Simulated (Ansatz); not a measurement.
# SiNi2: straining the crystal, equal strain of all cell vectors

A series on SiNi2: equal strain of all cell vectors, -6 to +6 %; the shape is held and the atoms relax. Wanted: energy, stress and any gap along the series.

Computed with Ansatz 0.2.0 (DFT PBEsol, scalar-relativistic, plane waves, PAW, unless a step's input says otherwise).

2 further runs of the same task are left out: 2 set aside as unsound or not needed.

## 1. The starting structure

It takes space group P6_3/mmc (No. 194, hexagonal). The conventional cell has a = 3.868 Å, b = 3.868 Å, c = 4.917 Å, α = 90.00°, β = 90.00°, γ = 120.00°. Around Si (site symmetry -6m2) lie 11 Ni at 2.23 to 2.55 Å. Around Ni (site symmetry -3m) lie 8 Ni at 2.46 to 2.55 Å and 6 Si at 2.55 Å. Ni (site symmetry -6m2) is surrounded by 5 Si at 2.23 to 2.46 Å and 6 Ni at 2.55 Å.

Structure file:

```xyz
6
Lattice="3.8685 0.0000 0.0000 -1.9342 3.3502 0.0000 0.0000 0.0000 4.9170" Properties=species:S:1:pos:R:3 pbc="T T T"
Si    0.0000    2.2335    3.6877
Si    1.9342    1.1167    1.2292
Ni    0.0000    0.0000    0.0000
Ni    0.0000    0.0000    2.4585
Ni    0.0000    2.2335    1.2292
Ni    1.9342    1.1167    3.6877
```

It is the result of an earlier relaxation at this level (volume 10.62 Å³/atom; gap on the mesh: none (metal)).

The unstrained cell comes from an earlier run at this level (6 atoms, E(σ→0) -24466.3469 eV, gap none (metal)).

## 2. The cell strained by -2.0 %

input.yaml reads:

```yaml
crystal:
  lattice:
    - [3.7910943121, 0.0, 0.0]
    - [-1.8955471561, 3.2831839825, 0.0]
    - [0.0, 0.0, 4.8186455518]
  atoms:
    - { symbol: Si, position: [0.3333333333, 0.6666666667, 0.75] }
    - { symbol: Si, position: [0.6666666667, 0.3333333333, 0.25] }
    - { symbol: Ni, position: [0.0, 0.0, 0.0] }
    - { symbol: Ni, position: [0.0, 0.0, 0.5] }
    - { symbol: Ni, position: [0.3333333333, 0.6666666667, 0.25] }
    - { symbol: Ni, position: [0.6666666667, 0.3333333333, 0.75] }
basis:
  ecutwfc: 420
kpoints:
  mp_grid: { grid: [12, 12, 8] }
hamiltonian:
  xc: pbesol
scf:
  occupations: { method: gaussian, width: 0.1 }
output:
  forces: true
  stress: true
  eigenvalues: true
```

The run is started by

```console
> ansatz run input.yaml --threads 1 --pin off --max-ram 2560MiB --backend cpu --events-out ev --progress --plain --runs-dir out
```

The session goes on with these runs: the cell strained by +2.0 %; the cell strained by -4.0 %; the cell strained by +4.0 %; the cell strained by -6.0 %; the cell strained by +6.0 %.

What does the calculation give? Wanted: (1/V) d²E/dε² at zero strain, cubic fit.

The runs gave:

| quantity | value |
| --- | --- |
| largest energy cost | 306.4 meV/atom at -6.0 % |
| (1/V) d²E/dε² at zero strain, cubic fit | 2122 GPa |

From the curvature follows nine times the bulk modulus at fixed shape: 2122 GPa. Compression by 6 % costs 306.4 meV/atom and stretching 199.1. Spin polarisation is off in the runs that give these values; a magnetic solution could lie lower.
